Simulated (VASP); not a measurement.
# Mg (P6_3/mmc) in VASP: settings compared

Aim: see how the results for Mg move with the level of theory and the settings. Levels: BLYP+D4, B3LYP, PBE. Tasks: relaxation of cell and atoms, single point.

Program: VASP 6.6.1. These are calculated values, not measurements. Logs are shortened: lines on timing, memory, paths and dates and some standing lists are left out, and cuts for length are marked.

### 1 The crystal as given

Symmetry: P6_3/mmc, No. 194, hexagonal system. The conventional cell has a = 3.209 Å, b = 3.209 Å, c = 5.210 Å, α = 90.00°, β = 90.00°, γ = 120.00°. Mg (site symmetry -6m2) has 12 Mg at 3.20 to 3.21 Å as nearest neighbours.

### 2 Relaxation of cell and atoms, BLYP+D4 (cell strained at random at fixed volume)

Contents of run.py:

```python
from ase.calculators.vasp import Vasp
from ase.filters import FrechetCellFilter
from ase.io import read
from ase.optimize import BFGS

atoms = read('POSCAR')
calc = Vasp(
    directory='calc',
    xc='blyp',
    pp='PBE',
    setups='minimal',
    prec='Accurate',
    encut=580,
    ediff=1e-06,
    ismear=0,
    sigma=0.1,
    lreal=False,
    lasph=True,
    nelm=100,
    algo='Normal',
    isif=2,
    lwave=False,
    lcharg=False,
    ivdw=13,
    vdw_s6=1.0,
    vdw_s8=2.34076671,
    vdw_a1=0.44488865,
    vdw_a2=4.0933009,
    kpts=[10, 10, 5],
    gamma=True,
)
atoms.calc = calc
opt = BFGS(FrechetCellFilter(atoms), trajectory='relax.traj')
converged = opt.run(fmax=0.005, steps=40)
print('converged:', converged)

print('energy (eV):', atoms.get_potential_energy())
print('free energy (eV):', atoms.get_potential_energy(force_consistent=True))
print('forces (eV/A):')
print(atoms.get_forces())
print('stress (eV/A^3, Voigt):', atoms.get_stress())
print('Fermi level (eV):', calc.get_fermi_level())
print('cell (A, degrees):', atoms.cell.cellpar())
print('volume (A^3):', atoms.get_volume())
print('scaled positions:')
print(atoms.get_scaled_positions())
```

Contents of POSCAR:

```
Mg
1.0
    3.2353660000     -0.0151800000     -0.0319170000
   -1.6308290000      2.7420680000     -0.0357540000
   -0.0518180000     -0.0969440000      5.2555790000
Mg
2
Direct
    0.6666666667      0.3333333333      0.7500000000
    0.3333333333      0.6666666667      0.2500000000
```

Potentials or basis: VASP PAW PBE potentials, release 64 (Mg).

Started as:

```
$ python run.py
```

The program printed:

```text
Step     Time          Energy          fmax
BFGS:    0 --:--:--       -2.096043        0.278520
BFGS:    1 --:--:--       -1.938681       91.868941
BFGS:    2 --:--:--       -2.096372        0.275314
BFGS:    3 --:--:--       -2.096674        0.272261
BFGS:    4 --:--:--       -2.098538        0.277725
BFGS:    5 --:--:--       -2.098952        0.231297
[... 12 lines left out ...]
BFGS:   18 --:--:--       -2.099500        0.013498
BFGS:   19 --:--:--       -2.099506        0.004301
converged: True
energy (eV): -2.09780285
free energy (eV): -2.09950557
forces (eV/A):
[[-0.00073142 -0.00189428  0.00075161]
 [ 0.00073142  0.00189428 -0.00075161]]
stress (eV/A^3, Voigt): [ 8.74192010e-05  1.68081382e-04 -1.09954232e-04 -6.88857761e-05
  1.22238646e-05  3.61119238e-05]
Fermi level (eV): 3.09788699
cell (A, degrees): [  3.18758512   3.18119026   5.33045777  91.10458595  90.86631329
 120.73606433]
volume (A^3): 46.431553378133636
scaled positions:
[[0.66638659 0.33653618 0.74993727]
 [0.33361341 0.66346382 0.25006273]]
```

OUTCAR:

```text
ENCUT = 580.000000
   EDIFF = 1.00e-06
   GGA = B5
   PREC = Accurate
   ISIF = 2
   ISMEAR = 0
   NELM = 100
   IVDW = 13
   LASPH = .TRUE.
   LREAL = .FALSE.

 ion  position               nearest neighbor table
   1  0.666  0.337  0.750-   2 3.19   2 3.19   2 3.23   2 3.23   2 3.27   2 3.29
   2  0.334  0.663  0.250-   1 3.19   1 3.19   1 3.23   1 3.23   1 3.27   1 3.29

  LATTYP: Found a triclinic cell.
 ALAT       =     3.1488988978
 B/A-ratio  =     1.0122856352
 C/A-ratio  =     1.6928005443
 COS(alpha) =     0.0151194431
 COS(beta)  =     0.0347803494
 COS(gamma) =     0.4959605214

  Lattice vectors:

 A1 = (   1.5775492551,   2.7246543354,  -0.0562260479)
 A2 = (   3.1874313481,  -0.0189331179,  -0.0249367595)
 A3 = (   0.0393847556,   0.0814752592,  -5.3296895446)

Analysis of symmetry for initial positions (statically):
=====================================================================
 Subroutine PRICEL returns:
 Original cell was already a primitive cell.

 Routine SETGRP: Setting up the symmetry group for a
 triclinic supercell.

 Subroutine GETGRP returns: Found  2 space group operations
 (whereof  2 operations were pure point group operations)
 out of a pool of  2 trial point group operations.

The static configuration has the point symmetry S_2 .

Analysis of symmetry for dynamics (positions and initial velocities):
=====================================================================
 Subroutine PRICEL returns:
 Original cell was already a primitive cell.

 Routine SETGRP: Setting up the symmetry group for a
 triclinic supercell.

 Subroutine GETGRP returns: Found  2 space group operations
 (whereof  2 operations were pure point group operations)
 out of a pool of  2 trial point group operations.

The dynamic configuration has the point symmetry S_2 .

 Subroutine INISYM returns: Found  2 space group operations
 (whereof  2 operations are pure point group operations),
 and found     1 'primitive' translations

----------------------------------------------------------------------------------------

                                     Primitive cell

  volume of cell :      46.4316

  direct lattice vectors                    reciprocal lattice vectors
     3.187431348 -0.018933118 -0.024936759     0.314870363  0.184818371  0.005152123
    -1.609882093  2.743587453 -0.031289288     0.002217013  0.365851154  0.005609170
    -0.039384756 -0.081475259  5.329689545     0.001486243  0.003012557  0.187685226

  length of vectors
     3.187585121  3.181190263  5.330457768     0.365140686  0.365900868  0.187715285

  position of ions in fractional coordinates (direct lattice)
     0.666386590  0.336536183  0.749937268
     0.333613410  0.663463817  0.250062732

  ion indices of the primitive-cell ions
   primitive index   ion index
                 1           1
                 2           2

----------------------------------------------------------------------------------------

 KPOINTS: KPOINTS created by Atomic Simulation Env

Automatic generation of k-mesh.
 Grid dimensions read from file:
 generate k-points for:   10   10    5

 Generating k-lattice:

  Cartesian coordinates                     Fractional coordinates (reciprocal lattice)
     0.031487036  0.018481837  0.000515212     0.100000000 -0.000000000 -0.000000000
     0.000221701  0.036585115  0.000560917    -0.000000000  0.100000000 -0.000000000
     0.000297249  0.000602511  0.037537045     0.000000000 -0.000000000  0.200000000

  Length of vectors
     0.036514069  0.036590087  0.037543057

  Shift w.r.t. Gamma in fractional coordinates (k-lattice)
     0.000000000  0.000000000  0.000000000

 Subroutine IBZKPT returns following result:
 ===========================================

 Found    252 irreducible k-points:

 Following reciprocal coordinates:
            Coordinates               Weight
  0.000000  0.000000  0.000000      1.000000
  0.100000  0.000000  0.000000      2.000000
  0.200000  0.000000  0.000000      2.000000
  0.300000 -0.000000  0.000000      2.000000
  0.400000 -0.000000  0.000000      2.000000
  0.500000  0.000000  0.000000      1.000000
[... 16 lines left out ...]
 -0.400000  0.200000 -0.000000      2.000000
 -0.300000  0.200000  0.000000      2.000000
 [... further k-points ...]
   k-points           NKPTS =    252   k-points in BZ     NKDIM =    252   number of bands    NBANDS=      6
   number of dos      NEDOS =    301   number of ions     NIONS =      2
   total plane-waves  NPLWV =  32928
   dimension x,y,z NGX =    28 NGY =   28 NGZ =   42
   dimension x,y,z NGXF=    56 NGYF=   56 NGZF=   84
   ions per type =               2
   NGX,Y,Z   is equivalent  to a cutoff of  14.60, 14.63, 13.10 a.u.
   NGXF,Y,Z  is equivalent  to a cutoff of  29.21, 29.27, 26.20 a.u.
 SYSTEM =  unknown system
   PREC   = accura    normal or accurate (medium, high low for compatibility)
   ISTART =      0    job   : 0-new  1-cont  2-samecut
   ICHARG =      2    charge: 1-file 2-atom 10-const
   ISPIN  =      1    spin polarized calculation?
   LNONCOLLINEAR =      F non collinear calculations
   LSORBIT =      F    spin-orbit coupling
   LASPH  =      T    aspherical Exc in radial PAW
   ENCUT  =  580.0 eV  42.63 Ry    6.53 a.u.   6.26  6.25 10.47*2*pi/ulx,y,z
   NELM   =    100;   NELMIN=  2; NELMDL=  0     # of ELM steps
   EDIFF  = 0.1E-05   stopping-criterion for ELM
   LREAL  =      F    real-space projection
   EDIFFG = 0.1E-04   stopping-criterion for IOM
   NSW    =      0    number of steps for IOM
   IBRION =     -1    ionic relax: 0-MD 1-quasi-New 2-CG
   NFREE  =      0    steps in history (QN), initial steepest desc. (CG)
   ISIF   =      2    stress and relaxation
   ISYM   =      2    0-nonsym 1-usesym 2-fastsym
   POTIM  = 0.5000    time-step for ionic-motion
   TEBEG  =    0.0;   TEEND  =   0.0 temperature during run
   PSTRESS=    0.0 pullay stress
   NELECT =       4.0000    total number of electrons
   NUPDOWN=      -1.0000    fix difference up-down
   EMIN   =  10.00;   EMAX   =-10.00  energy-range for DOS
   EFERMI =   0.00;   METHOD = LEGACY
   ISMEAR =     0;   SIGMA  =   0.10  broadening in eV -4-tet -1-fermi 0-gaus
   EFERMI_NEDOS =   21; number of points for ismear=-14 and -15
   IALGO  =     38    algorithm
   IMIX   =      4    mixing-type and parameters
     AMIX     =   0.40;   BMIX     =  1.00
     AMIX_MAG =   1.60;   BMIX_MAG =  1.00
  volume/ion in A,a.u.               =      23.22       156.67
  Fermi-wavevector in a.u.,A,eV,Ry     =   0.723031  1.366331  7.112775  0.522774
  Thomas-Fermi vector in A             =   1.813145
   LORBIT       =      0    0 simple, 1 ext, 2 COOP (PROOUT), +10 PAW based schemes
   GGA     = B5    functional components
   LHFCALC =     F    Hartree Fock is set to
   AEXX    =    0.0000 exact exchange contribution
   IVDW    =    13    specifies the selected vdW correction
   LEPSILON=     F    determine dielectric tensor
   LRPA    =     F    only Hartree local field effects (RPA)
 non-spin polarized calculation
 Gauss-broadening in eV      SIGMA  =   0.10
  energy-cutoff  :      580.00
  volume of cell :       46.43
 maximum number of plane-waves:      1494
 NGX is ok and might be reduce to    28
   NGX = 13   NGY = 13   NGZ = 21

 number of electron       4.0000000 magnetization

 Free energy of the ion-electron system (eV)
  ---------------------------------------------------
  ext. energy  EPLUGINS =         0.00000000
  ---------------------------------------------------
  free energy    TOTEN  =        -1.49253986 eV

  energy without entropy =       -1.48913441  energy(sigma->0) =       -1.49083714

 E-fermi :   3.0979     XC(G=0):  -8.0125

 val. band max:        3.0666918439   @ k =   0.5000   0.2000   0.2000
 cond. band min:       3.0988382160   @ k =   0.3000   0.4000   0.4000
 fundamental gap:      0.0321463721
 Fermi energy:         3.0978869920

 k-point     1 :       0.0000    0.0000    0.0000
  band No.  band energies     occupation
      1      -3.8557      2.00000
      2       1.2786      2.00000
      3       1.3827      2.00000
      4      14.0619      0.00000
      5      14.1371      0.00000
      6      14.4280      0.00000
[... 199 lines left out ...]
 k-point    24 :      -0.3000    0.2000    0.0000
  band No.  band energies     occupation
      1      -2.4843      2.00000
      2       2.5295      2.00000
      3       2.7142      2.00000
      4       6.9715      0.00000
      5       9.0238      0.00000
      6      11.5530      0.00000

 [... further k-points ...]

------------------------ aborting loop because EDIFF is reached ----------------------------------------

  DFT-D4 for vdW energy calculation

  Edisp (eV):   -0.60697

  FORCE on cell =-STRESS in cart. coord.  units (eV):
  Direction    XX          YY          ZZ          XY          YZ          ZX
  --------------------------------------------------------------------------------------
  -------------------------------------------------------------------------------------
  Total      -0.00406    -0.00780     0.00511    -0.00168     0.00320    -0.00057
  in kB      -0.14006    -0.26930     0.17617    -0.05786     0.11037    -0.01958
  external pressure =       -0.08 kB  Pullay stress =        0.00 kB

 VOLUME and BASIS-vectors are now :
 -----------------------------------------------------------------------------
  energy-cutoff  :      580.00
  volume of cell :       46.43
      direct lattice vectors                 reciprocal lattice vectors
     3.187431348 -0.018933118 -0.024936759     0.314870363  0.184818371  0.005152123
    -1.609882093  2.743587453 -0.031289288     0.002217013  0.365851154  0.005609170
    -0.039384756 -0.081475259  5.329689545     0.001486243  0.003012557  0.187685226

 POSITION                                       TOTAL-FORCE (eV/Angst)
 -----------------------------------------------------------------------------------
      1.55274      0.84960      3.96979        -0.000731     -0.001894      0.000752
     -0.01458      1.79358      1.30368         0.000731      0.001894     -0.000752
 -----------------------------------------------------------------------------------
    total drift:                                0.000000     -0.000000      0.000000

  FREE ENERGIE OF THE ION-ELECTRON SYSTEM (eV)
  ---------------------------------------------------
  free  energy   TOTEN  =        -2.0995055705 eV

  energy  without entropy=       -2.0961001213  energy(sigma->0) =       -2.09780285
```

INCAR:

```text
AGGAC = 1.000000
AGGAX = 1.000000
ALDAC = 0.000000
ENCUT = 580.000000
SIGMA = 0.100000
VDW_S6 = 1.000000
VDW_S8 = 2.340767
VDW_A1 = 0.444889
VDW_A2 = 4.093301
ALDAX = 1.000000
EDIFF = 1.00e-06
ALGO = Normal
GGA = B5
PREC = Accurate
ISIF = 2
ISMEAR = 0
NELM = 100
IVDW = 13
LASPH = .TRUE.
LCHARG = .FALSE.
LWAVE = .FALSE.
LREAL = .FALSE.
```

It took 18 min on 1 thread of Intel Xeon Platinum 8559C (Emerald Rapids), shared host; peak memory 0.23 GiB.

Results:

| Property | Result |
| --- | --- |
| Free energy | -2.0995 eV |
| Relaxed volume | 23.22 Å³/atom |
| Relaxed cell | a = 3.188 Å, b = 3.181 Å, c = 5.330 Å, α = 91.10°, β = 90.87°, γ = 120.74° |
| Space group after relaxing (to 0.05 Å) | C2/c (No. 15) |
| Energy gained by relaxing | 1.8 meV/atom |
| Ionic steps | 20 |
| Pressure after relaxing | 0.0 GPa |
| Band gap on the k mesh | none (metal or under the smearing width) |
| Dispersion energy per atom | -0.303 eV |

Forces in eV/Å, atoms in the order of the input:
```
Mg  -0.001 -0.002  0.001
Mg   0.001  0.002 -0.001
```

The path:
```tsv
step	energy change (eV)	largest force (eV/Å)	pressure (GPa)	volume (Å³)
1	0.0000	0.0178	-1.35	46.47
2	0.1573	0.5227	616.76	46.28
3	-0.0004	0.0171	-1.35	46.47
4	-0.0007	0.0164	-1.34	46.48
5	-0.0026	0.0056	-1.53	46.49
6	-0.0031	0.0075	-1.48	46.48
7	-0.0031	0.0074	-1.48	46.48
8	-0.0032	0.0060	-1.44	46.48
9	-0.0032	0.0035	-1.42	46.49
10	-0.0032	0.0018	-1.41	46.49
11	-0.0032	0.0014	-1.41	46.49
12	-0.0032	0.0015	-1.41	46.48
13	-0.0033	0.0020	-1.37	46.48
14	-0.0034	0.0030	-1.23	46.46
15	-0.0035	0.0043	-0.62	46.43
16	-0.0036	0.0038	-0.08	46.42
17	-0.0037	0.0028	-0.17	46.43
18	-0.0037	0.0027	-0.14	46.43
19	-0.0037	0.0024	-0.07	46.43
20	-0.0036	0.0022	-0.01	46.43
```

Final structure:
```
Mg
1.0
     3.18743   -0.01893   -0.02494
    -1.60988    2.74359   -0.03129
    -0.03938   -0.08148    5.32969
Mg
2
Direct
  0.66639 0.33654 0.74994
  0.33361 0.66346 0.25006
```

Levels at points of the mesh, in eV from the Fermi level:
```csv
k point,band 1,band 2,band 3,band 4,band 5
"(0.00, 0.00, 0.00)",-6.95,-1.82,-1.72,10.96,11.04
"(0.50, 0.00, 0.00)",-2.09,-2.03,2.41,2.89,3.08
"(0.00, 0.50, 0.00)",-2.06,-2.02,2.40,2.90,3.11
"(0.50, 0.50, 0.00)",-2.21,-2.11,2.47,2.84,2.95
```

Caveat: the PAW data sets were made with another functional, which shifts forces and pressure a little; pairwise dispersion overbinds metals, which lowers pressure and volume.

### 3 Single point, B3LYP

Contents of POSCAR:

```
Mg
1.0
    3.2093000000      0.0000000000      0.0000000000
   -1.6046500000      2.7793353284      0.0000000000
    0.0000000000      0.0000000000      5.2103000000
Mg
2
Cartesian
    1.6046500002      0.9264451094      3.9077250000
   -0.0000000002      1.8528902190      1.3025750000
```

Contents of INCAR.step1:

```
SYSTEM = Mg
PREC = Accurate
ENCUT = 520
EDIFF = 1E-5
ISMEAR = 1
SIGMA = 0.2
LREAL = .False.
LASPH = .True.
NELM = 80
ALGO = Normal
ISIF = 2
LWAVE = .True.
LCHARG = .False.
NBANDS = 9
GGA = PE
```

Contents of INCAR.step2:

```
SYSTEM = Mg
PREC = Accurate
ENCUT = 520
EDIFF = 1E-6
ISMEAR = 1
SIGMA = 0.2
LREAL = .False.
LASPH = .True.
NELM = 80
ALGO = Normal
ISIF = 2
LWAVE = .False.
LCHARG = .False.
GGA = B3
LHFCALC = .True.
AEXX = 0.2
AGGAX = 0.72
AGGAC = 0.81
ALDAC = 0.19
PRECFOCK = Fast
NBANDS = 9
ISTART = 1
```

Contents of KPOINTS:

```
Automatic mesh
0
Gamma
  5 5 3
  0 0 0
```

Potentials or basis: VASP PAW PBE potentials, release 64 (Mg).

Started as:

```
$ cat potpaw_PBE.64/Mg/POTCAR > POTCAR
$ cp INCAR.step1 INCAR
$ mpirun -np 1 vasp_std > vasp.out
$ cp INCAR.step2 INCAR
$ mpirun -np 1 vasp_std > vasp.out
```

Wall time 59 s (1 thread of Intel Xeon Platinum 8559C (Emerald Rapids), shared host); peak memory 0.16 GiB.

Results (log left out):

```
Free energy            : -1.8352 eV
Pressure               : -0.4 GPa
Band gap on the k mesh : none (metal or under the smearing width)
```

Stress tensor (GPa, compression positive):
```
-0.60  0.00  0.00
 0.00 -0.60  0.00
 0.00  0.00  0.09
```

Levels at points of the mesh, in eV from the Fermi level:
| k point | band 1 | band 2 | band 3 | band 4 | band 5 | band 6 | band 7 |
| --- | --- | --- | --- | --- | --- | --- | --- |
| (0.00, 0.00, 0.00) | -7.83 | -1.85 | -1.51 | 12.08 | 12.08 | 12.09 | 12.09 |

Caveat: the k mesh is coarse (spacing up to 0.45 Å⁻¹), so the values aren't converged, least of all with exact exchange; the PAW data sets were made with another functional, which shifts forces and pressure a little.

### 4 Single point, PBE

Contents of INCAR:

```
SYSTEM = Mg
PREC = Accurate
ENCUT = 520
EDIFF = 1E-7
ISMEAR = 0
SIGMA = 0.026000000000000002
LREAL = .False.
LASPH = .True.
NELM = 60
ALGO = Normal
ISIF = 2
LWAVE = .False.
LCHARG = .False.
GGA = PE
```

Contents of KPOINTS:

```
Automatic mesh
0
Gamma
  10 10 5
  0 0 0
```

Contents of POSCAR:

```
Mg
1.0
    3.2093000000      0.0000000000      0.0000000000
   -1.6046500000      2.7793353284      0.0000000000
    0.0000000000      0.0000000000      5.2103000000
Mg
2
Direct
    0.6666666667      0.3333333333      0.7500000000
    0.3333333333      0.6666666667      0.2500000000
```

Started as:

```
$ cat potpaw_PBE.64/Mg/POTCAR > POTCAR
$ mpirun -np 1 vasp_std > vasp.out
```

It took 5.5 s on 1 thread of AMD EPYC 9R45 (Zen 5), shared host; peak memory 0.13 GiB.

The run converged. Its results:

| Quantity | Value |
| --- | --- |
| Free energy | -2.9994 eV |
| Pressure | -0.6 GPa |
| Band gap on the k mesh | none (metal or under the smearing width) |

Stress tensor (GPa, compression positive):
```
-0.80  0.00  0.00
 0.00 -0.80  0.00
 0.00  0.00 -0.09
```

Levels at points of the mesh, in eV from the Fermi level:
| k point | band 1 | band 2 | band 3 | band 4 | band 5 | band 6 |
| --- | --- | --- | --- | --- | --- | --- |
| (0.00, 0.00, 0.00) | -6.88 | -1.66 | -1.24 | 10.87 | 10.88 | 10.96 |
| (0.50, 0.00, 0.00) | -2.12 | -2.12 | 2.65 | 3.02 | 3.25 | 3.66 |

### 5 The reference run

An earlier run on the cell as given: functional PBE; potentials or basis VASP PAW PBE potentials, release 64 (Mg); cutoff 520 eV; k mesh 10 × 10 × 5; occupations fermi-dirac, width 0.05 eV; no spin polarisation.

* Pressure: -0.5 GPa
* Band gap on the k mesh: none (metal or under the smearing width)

### 6 Overview

```csv
task,level,cell,k mesh,cutoff (eV),smearing,optimiser,grid for exact exchange (PRECFOCK),exchange at q = 0,mesh quality,gap on the mesh (eV),pressure (GPa)
relaxation of cell and atoms,BLYP+D4,relaxed from: cell strained at random at fixed volume,10 × 10 × 5,580,gaussian 0.1 eV,BFGS,-,-,not flagged,none,0.0
single point,B3LYP,as given,5 × 5 × 3,520,methfessel-paxton 0.2 eV,-,Fast,default,coarse,none,-0.4
single point,PBE,as given,10 × 10 × 5,520,gaussian 0.026 eV,-,-,-,not flagged,none,-0.6
single point,PBE,as given,10 × 10 × 5,520,fermi-dirac 0.05 eV,-,-,-,not flagged,none,-0.5
```

Alike in all rows: potentials or basis VASP PAW PBE potentials, release 64 (Mg); no spin polarisation.

Caveats: some runs use coarse meshes; the PAW data sets were made with another functional, which shifts forces and pressure a little (some runs); pairwise dispersion overbinds metals, which lowers pressure and volume (some runs).

Total energies depend on the potentials used, so only differences within one code and one set of settings carry meaning.
